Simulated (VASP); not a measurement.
Wanted: the native input for a VASP 6.6.1 run.

| Quantity | Value |
| --- | --- |
| Task | relaxation of the atoms |
| Functional | LDA |
| Potentials or basis | VASP PAW LDA potentials, release 64 (Be, Te) |
| Cutoff | 600 eV |
| k mesh | 8 × 8 × 8 |
| Occupations | gaussian, width 0.03 eV |
| Spin | no spin polarisation |
| Further INCAR settings | ALGO = Normal; EDIFF = 1e-07; IBRION = 2; EDIFFG = -0.01; NSW = 40 |

The structure of BeTe lies in POSCAR:

```
BeTe                                    
1.0
    0.0000000000      2.7244420643      2.7244420643
    2.7244420643      0.0000000000      2.7244420643
    2.7244420643      2.7244420643      0.0000000000
  Be              Te            
     1     1
Direct
     0.0000000000000000    0.0000000000000000    0.0000000000000000
     0.2500000000000000    0.2500000000000000    0.2500000000000000
```

The cell isn't the ideal one: a relaxed cell with its volume scaled by 0.94.

One way to write it, as run:

INCAR

```
ALGO = Normal
EDIFF = 1E-7
EDIFFG = -0.01
ENCUT = 600
GGA = CA
IBRION = 2
ISIF = 2
ISMEAR = 0
LASPH = True
LCHARG = False
LREAL = False
LWAVE = False
NELM = 80
NSW = 40
PREC = Accurate
SIGMA = 0.03
```

KPOINTS

```
k-points
0
Gamma
  8 8 8
```

Potentials or basis: VASP PAW LDA potentials, release 64 (Be, Te).

Run with:

```console
$ cat potpaw_LDA.64/Be/POTCAR potpaw_LDA.64/Te/POTCAR > POTCAR
$ mpirun -np 1 vasp_std > vasp.out
```

It gave:

* Pressure after relaxing: 4.5 GPa
* Band gap on the k mesh: 1.62 eV, indirect (least direct gap 3.49 eV)

Caveat: the relaxation stopped at its first step, so nothing moved; spin-orbit coupling is left out, which moves the levels of the heavy elements.

It took 8.6 s on 1 thread of Intel(R) Xeon(R) Platinum 8375C CPU @ 2.90GHz (Ice Lake) (shared host), peak memory 0.16 GiB.
